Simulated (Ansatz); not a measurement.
**AlGa3N4: further runs on the relaxed cell**

An exercise on one series of results from a longer session: the logs are not shown, and one member is left open.

Program: Ansatz 0.2.0. Level of theory: DFT PBEsol, scalar-relativistic, plane waves, PAW. These are calculated values, not measurements.

1 further run of the same task is left out (set aside as unsound or not needed). Runs told in other sessions of the task aren't counted.

### The system as given

The structure is monoclinic, space group Pm (No. 6). The conventional cell has a = 5.142 Å, b = 3.165 Å, c = 5.478 Å, α = 90.00°, β = 90.04°, γ = 90.00°. Al (site symmetry m) is surrounded by 4 N at 1.89 to 1.90 Å. Around Ga (site symmetry m) lie 4 N at 1.94 to 1.95 Å. Around Ga (site symmetry m) lie 4 N at 1.94 to 1.96 Å. Ga (site symmetry m) has 4 N at 1.95 to 1.96 Å in its first shell of neighbours. Around N (site symmetry m) lie 1 Al at 1.89 Å and 3 Ga at 1.95 Å. N (site symmetry m) is surrounded by 2 Al at 1.90 Å and 2 Ga at 1.96 Å. N (site symmetry m) has 4 Ga at 1.94 to 1.95 Å in its first shell of neighbours. N (site symmetry m) has 1 Al at 1.90 Å and 3 Ga at 1.94 Å in its first shell of neighbours.

Coordinates:

```
Al Ga N
1.0
     5.14235    0.00000    0.00012
     0.00000    3.16498    0.00000
    -0.00359    0.00000    5.47849
Al Ga N
1 3 4
Direct
  0.00060 0.50000 0.66736
  0.49912 0.50000 0.33492
  0.49903 0.00000 0.83156
  0.99986 0.00000 0.16618
  0.11967 0.50000 0.34010
  0.11765 0.00000 0.82638
  0.62044 0.00000 0.16622
  0.63123 0.50000 0.66730
```

It goes back to an entry of the Materials Project, which need not be the stable form.

It is the result of an earlier relaxation at this level (volume 11.15 Å³/atom; gap on the mesh: 2.36 eV).

The first run:

Contents of input.yaml:

```yaml
crystal:
  lattice:
    - [5.0904047095, 0.0, 0.0001202766]
    - [0.0, 3.1330130717, 0.0]
    - [-0.0035494669, 0.0, 5.4231520297]
  atoms:
    - { symbol: Al, position: [0.0006034235, 0.5, 0.6673576246] }
    - { symbol: Ga, position: [0.4991167026, 0.5, 0.3349195796] }
    - { symbol: Ga, position: [0.499027384, 0.0, 0.8315570006] }
    - { symbol: Ga, position: [0.9998617813, 0.0, 0.1661805284] }
    - { symbol: "N", position: [0.1196687536, 0.5, 0.3400974151] }
    - { symbol: "N", position: [0.1176459797, 0.0, 0.8263760593] }
    - { symbol: "N", position: [0.6204436392, 0.0, 0.1662162869] }
    - { symbol: "N", position: [0.6312323461, 0.5, 0.6672965055] }
basis:
  ecutwfc: 420
kpoints:
  mp_grid: { grid: [6, 8, 6] }
hamiltonian:
  xc: pbesol
scf:
  occupations: { method: gaussian, width: 0.02 }
output:
  forces: true
  stress: true
  eigenvalues: true
relax:
  adjacent_minimum: "off"
  f_tol: 0.01
  max_steps: 30
  cell: { stress_tol: 0.1, fix: [volume] }
```

Started as:

```console
> ansatz run input.yaml --threads 2 --pin off --max-ram 5120MiB --backend cpu --events-out ev --progress --plain --runs-dir out
```

Among the steps run: Volume × 0.97; Volume × 1.03; Volume × 0.94; Volume × 1.06; Point at V/V0 = 0.91; The cell scaled to 1.10 of its volume; Volume × 0.88.

One table of the session follows, with a row left open; its other results are not shown here.

It belongs to the step «Fit of the equation of state». 

```
volume (Å³/atom)  energy above the lowest point (meV/atom)  pressure (GPa)  gap on the mesh (eV)
           9.808                                     120.0           32.12                  3.24
          10.143                                         ?               ?                     ?
          10.477                                      26.8           13.54                  2.79
          10.811                                       6.3            6.23                  2.57
          11.146                                       0.0           -0.01                  2.36
          11.480                                       5.7           -5.34                  2.16
          11.814                                      21.8           -9.88                  1.96
          12.260                                      56.5          -14.92                  1.71
```

Estimate the missing values for volume (Å³/atom) = 10.143.

Worked estimate for «energy above the lowest point (meV/atom)». A straight line through the neighbours (9.808, 120.0) and (10.477, 26.8) gives 120.0 + (26.8 − 120.0) × (10.143 − 9.808) / (10.477 − 9.808) = 73.3; a parabola fitted to 3 rows on both sides gives 64.6.

The run gave: energy above the lowest point (meV/atom): 63.7; pressure (GPa): 22.09; gap on the mesh (eV): 3.01. In «energy above the lowest point (meV/atom)» the line misses by +9.6 and the parabola by +0.9.
